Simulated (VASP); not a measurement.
# HfB2 (P6/mmm) in VASP: further runs, part 2 of 2

VASP 6.6.1. The steps go on from the part before.

## 4. Single point, PBEsol

INCAR reads:

```
SYSTEM = HfB2
  PREC = Accurate
  ENCUT = 460
  EDIFF = 1E-7
  ISMEAR = 1
  SIGMA = 0.15
  LREAL = Auto
  LASPH = .TRUE.
  NELM = 100
  ALGO = Normal
  ISIF = 2
  LWAVE = .FALSE.
  LCHARG = .FALSE.
  GGA = PS
  NBANDS = 12
  ADDGRID = .FALSE.
```

KPOINTS reads:

```
Automatic mesh
0
G
  11 11 8
  0 0 0
```

POSCAR reads:

```
HfB2
1.0
    3.1400000000      0.0000000000      0.0000000000
   -1.5700000000      2.7193197679      0.0000000000
    0.0000000000      0.0000000000      3.4800000000
Hf B
1 2
Direct
   -0.0142630000      0.0046330000     -0.0059370000
    0.6696320000      0.3380360000      0.4871880000
    0.3055440000      0.6904850000      0.5067950000
```

Potentials or basis: VASP PAW PBE potentials, release 64 (Hf, B).

Run with:

```console
$ cat potpaw_PBE.64/Hf/POTCAR potpaw_PBE.64/B/POTCAR > POTCAR
$ mpirun -np 1 vasp_std > vasp.out
```

OUTCAR:

```text
SYSTEM = HfB2
   PREC = Accurate
   ENCUT = 460
   EDIFF = 1E-7
   ISMEAR = 1
   LREAL = Auto
   LASPH = .TRUE.
   NELM = 100
   ISIF = 2
   GGA = PS

 Found    485 irreducible k-points:

 Following reciprocal coordinates:
            Coordinates               Weight
  0.000000  0.000000  0.000000      1.000000
  0.090909  0.000000  0.000000      2.000000
  0.000000  0.090909  0.000000      2.000000
 -0.090909  0.090909  0.000000      2.000000
  0.181818  0.000000  0.000000      2.000000
  0.000000  0.181818  0.000000      2.000000
   k-points           NKPTS =    485   k-points in BZ     NKDIM =    485   number of bands    NBANDS=     12
   number of dos      NEDOS =    301   number of ions     NIONS =      3
   total plane-waves  NPLWV =  13824
   dimension x,y,z NGX =    24 NGY =   24 NGZ =   24
   dimension x,y,z NGXF=    48 NGYF=   48 NGZF=   48
   ions per type =               1   2
   NGX,Y,Z   is equivalent  to a cutoff of  12.71, 12.71, 11.47 a.u.
   NGXF,Y,Z  is equivalent  to a cutoff of  25.41, 25.41, 22.93 a.u.
 SYSTEM =  HfB2
   PREC   = accura    normal or accurate (medium, high low for compatibility)
   ISTART =      0    job   : 0-new  1-cont  2-samecut
   ICHARG =      2    charge: 1-file 2-atom 10-const
   ISPIN  =      1    spin polarized calculation?
   LNONCOLLINEAR =      F non collinear calculations
   LSORBIT =      F    spin-orbit coupling
   LASPH  =      T    aspherical Exc in radial PAW
   ENCUT  =  460.0 eV  33.81 Ry    5.81 a.u.   5.49  5.49  6.09*2*pi/ulx,y,z
   NELM   =    100;   NELMIN=  2; NELMDL= -5     # of ELM steps
   EDIFF  = 0.1E-06   stopping-criterion for ELM
   LREAL  =      T    real-space projection
   EDIFFG = 0.1E-05   stopping-criterion for IOM
   NSW    =      0    number of steps for IOM
   IBRION =     -1    ionic relax: 0-MD 1-quasi-New 2-CG
   NFREE  =      0    steps in history (QN), initial steepest desc. (CG)
   ISIF   =      2    stress and relaxation
   ISYM   =      2    0-nonsym 1-usesym 2-fastsym
   POTIM  = 0.5000    time-step for ionic-motion
   TEBEG  =    0.0;   TEEND  =   0.0 temperature during run
   PSTRESS=    0.0 pullay stress
   NELECT =      10.0000    total number of electrons
   NUPDOWN=      -1.0000    fix difference up-down
   EMIN   =  10.00;   EMAX   =-10.00  energy-range for DOS
   EFERMI =   0.00;   METHOD = LEGACY
   ISMEAR =     1;   SIGMA  =   0.15  broadening in eV -4-tet -1-fermi 0-gaus
   EFERMI_NEDOS =   21; number of points for ismear=-14 and -15
   IALGO  =     38    algorithm
   IMIX   =      4    mixing-type and parameters
     AMIX     =   0.40;   BMIX     =  1.00
     AMIX_MAG =   1.60;   BMIX_MAG =  1.00
  volume/ion in A,a.u.               =       9.90        66.84
  Fermi-wavevector in a.u.,A,eV,Ry     =   1.138724  2.151876 17.642568  1.296692
  Thomas-Fermi vector in A             =   2.275428
   LORBIT       =      0    0 simple, 1 ext, 2 COOP (PROOUT), +10 PAW based schemes
   GGA     = PS    functional components
   LHFCALC =     F    Hartree Fock is set to
   AEXX    =    0.0000 exact exchange contribution
   IVDW    =     0    specifies the selected vdW correction
   LEPSILON=     F    determine dielectric tensor
   LRPA    =     F    only Hartree local field effects (RPA)
 non-spin polarized calculation
 Methfessel and Paxton  Order N= 1 SIGMA  =   0.15
  energy-cutoff  :      460.00
  volume of cell :       29.71
 maximum number of plane-waves:       690
 NGX is ok and might be reduce to    24
   NGX = 11   NGY = 11   NGZ = 13

 number of electron      10.0000000 magnetization

 Free energy of the ion-electron system (eV)
  ---------------------------------------------------
  ext. energy  EPLUGINS =         0.00000000
  ---------------------------------------------------
  free energy    TOTEN  =       -27.79889297 eV

  energy without entropy =      -27.79903492  energy(sigma->0) =      -27.79894029

 E-fermi :   7.7144     XC(G=0): -12.4524

 val. band max:        7.6738890895   @ k =  -0.1818  -0.1818   0.1250
 cond. band min:       7.7179592258   @ k =  -0.0909   0.0909   0.3750
 fundamental gap:      0.0440701363
 Fermi energy:         7.7143982297

 k-point     1 :       0.0000    0.0000    0.0000
  band No.  band energies     occupation
      1      -5.9018      2.00000
      2       4.3754      2.00000
      3       4.7252      2.00000
      4       5.0466      2.00000
      5       5.5472      2.00000
      6      11.5577      0.00000
      7      11.7180      0.00000
      8      11.9379      0.00000
      9      12.1294      0.00000
     10      12.8338      0.00000
     11      13.1109      0.00000
     12      13.9739      0.00000

 k-point     2 :       0.0909    0.0000    0.0000
  band No.  band energies     occupation
      1      -5.7340      2.00000
      2       3.9924      2.00000
      3       4.8500      2.00000
      4       4.9581      2.00000
      5       5.4650      2.00000
      6      10.8969      0.00000
      7      11.5740      0.00000
      8      11.8424      0.00000
      9      12.0522      0.00000
     10      13.1527      0.00000
     11      13.7447      0.00000
     12      14.5477      0.00000

 k-point     3 :       0.0000    0.0909    0.0000
  band No.  band energies     occupation
      1      -5.7330      2.00000
      2       4.0274      2.00000
      3       4.8381      2.00000
      4       4.9457      2.00000
      5       5.4322      2.00000
      6      10.8573      0.00000
      7      11.5896      0.00000
      8      11.9605      0.00000
      9      12.0744      0.00000
     10      13.0435      0.00000
     11      13.6810      0.00000
     12      14.6798      0.00000

 k-point     4 :      -0.0909    0.0909    0.0000
  band No.  band energies     occupation
      1      -5.7278      2.00000
      2       4.3719      2.00000
      3       4.7952      2.00000
      4       4.8974      2.00000
      5       5.0258      2.00000
      6      10.9145      0.00000
      7      11.7995      0.00000
      8      11.8577      0.00000
      9      12.0161      0.00000
     10      13.0752      0.00000
     11      13.9099      0.00000
     12      14.7850      0.00000

 k-point     5 :       0.1818    0.0000    0.0000
  band No.  band energies     occupation
      1      -5.2482      2.00000
      2       2.9897      2.00000
      3       4.5933      2.00000
      4       5.1758      2.00000
      5       5.4276      2.00000
      6      10.1176     -0.00000
      7      11.2382      0.00000
      8      11.4167      0.00000
      9      11.9003      0.00000
     10      13.6054      0.00000
     11      15.0612      0.00000
     12      15.3520      0.00000

 k-point     6 :       0.0000    0.1818    0.0000
  band No.  band energies     occupation
      1      -5.2438      2.00000
      2       3.0377      2.00000
      3       4.5617      2.00000
      4       5.1229      2.00000
      5       5.4005      2.00000
      6      10.0618     -0.00000
      7      11.2768      0.00000
      8      11.5086      0.00000
      9      11.9903      0.00000
     10      13.5388      0.00000
     11      15.0055      0.00000
     12      15.3446      0.00000

 [... further k-points ...]

------------------------ aborting loop because EDIFF is reached ----------------------------------------

  FORCE on cell =-STRESS in cart. coord.  units (eV):
  Direction    XX          YY          ZZ          XY          YZ          ZX
  --------------------------------------------------------------------------------------
  -------------------------------------------------------------------------------------
  Total       -0.1076911     -0.4671229     -0.7884601     -0.2475189      0.0408654     -0.0633057
  in kB       -5.8065915    -25.1867747    -42.5129403    -13.3459594      2.2034200     -3.4133764
  external PRESSURE =     -24.5021021 kB  Pullay stress =       0.0000000 kB

 VOLUME and BASIS-vectors are now :
 -----------------------------------------------------------------------------
  energy-cutoff  :      460.00
  volume of cell :       29.71
      direct lattice vectors                 reciprocal lattice vectors
     3.140000000  0.000000000  0.000000000     0.318471338  0.183869512  0.000000000
    -1.570000000  2.719319768  0.000000000     0.000000000  0.367739025  0.000000000
     0.000000000  0.000000000  3.480000000     0.000000000  0.000000000  0.287356322

 POSITION                                       TOTAL-FORCE (eV/Angst)
 -----------------------------------------------------------------------------------
      3.08794      0.01260      3.45934        -0.166960      0.368471      0.164486
      1.57193      0.91923      1.69541        -1.407175      0.299064      0.311650
     -0.12465      1.87765      1.76365         1.574135     -0.667535     -0.476136
 -----------------------------------------------------------------------------------
    total drift:                                0.000932     -0.000320     -0.001716

  FREE ENERGIE OF THE ION-ELECTRON SYSTEM (eV)
  ---------------------------------------------------
  free  energy   TOTEN  =       -27.7988929717 eV

  energy  without entropy=      -27.7990349243  energy(sigma->0) =      -27.79894029
```

stdout:

```text
POSCAR found type information on POSCAR HfB
 POSCAR found :  2 types and       3 ions
 scaLAPACK will be used
 -----------------------------------------------------------------------------
|                                                                             |
|                                                                             |
|     You have a (more or less) 'small supercell' and for smaller cells       |
|     it is recommended to use the reciprocal-space projection scheme!        |
|     The real-space optimization is not efficient for small cells and it     |
|     is also less accurate ...                                               |
|     Therefore, set LREAL=.FALSE. in the INCAR file.                         |
|                                                                             |
 -----------------------------------------------------------------------------

 -----------------------------------------------------------------------------
|                                                                             |
|                                                                             |
|     You enforced a specific xc type in the INCAR file but a different       |
|     I HOPE YOU KNOW WHAT YOU ARE DOING!                                     |
|                                                                             |
 -----------------------------------------------------------------------------

 LDA part: xc-table for (Slater+PW92), standard interpolation
 POSCAR, INCAR and KPOINTS ok, starting setup
 FFT: planning ... GRIDC
 FFT: planning ... GRID_SOFT
 FFT: planning ... GRID
 WAVECAR not read
 entering main loop
```

Run time: 1.7 min. Hardware: 1 thread of Intel Xeon Platinum 8559C (Emerald Rapids), shared host; peak memory 0.22 GiB.

The run converged, but some of its settings lie outside the range that counts as converged, so its numbers aren't taken as properties of the crystal.

Results:

```yaml
Free_energy: -27.7989 eV
Pressure: -2.5 GPa
Largest_force: 1.775 eV/Å
Band_gap_on_the_k_mesh: none (metal or under the smearing width)
```

Caveat: the PAW data sets were made with another functional, which shifts forces and pressure a little.

## 5. Single point, PBEsol

Changes to INCAR since step 4:

```diff
@@ -3,6 +3,6 @@
   ENCUT = 460
-  EDIFF = 1E-7
+  EDIFF = 0.01
   ISMEAR = 1
   SIGMA = 0.15
-  LREAL = Auto
+  LREAL = .FALSE.
   LASPH = .TRUE.
```

KPOINTS is that of step 4.

POSCAR reads:

```
HfB2
1.0
    3.1400000000      0.0000000000      0.0000000000
   -1.5700000000      2.7193197679      0.0000000000
    0.0000000000      0.0000000000      3.4800000000
Hf B
1 2
Direct
    0.0000000000      0.0000000000      0.0000000000
    0.6666666667      0.3333333333      0.5000000000
    0.3333333333      0.6666666667      0.5000000000
```

Run with:

```console
$ cat potpaw_PBE.64/Hf/POTCAR potpaw_PBE.64/B/POTCAR > POTCAR
$ mpirun -np 1 vasp_std > vasp.out
```

Run time: 6.1 s. Hardware: 1 thread of Intel Xeon Platinum 8559C (Emerald Rapids), shared host; peak memory 0.15 GiB.

These settings aren't checked as converged: the numbers below hold their error.

What came out:

| Item | Value |
| --- | --- |
| Free energy | -27.9312 eV |
| Pressure | -4.2 GPa |
| Band gap on the k mesh | none (metal or under the smearing width) |

Caveat: the PAW data sets were made with another functional, which shifts forces and pressure a little.
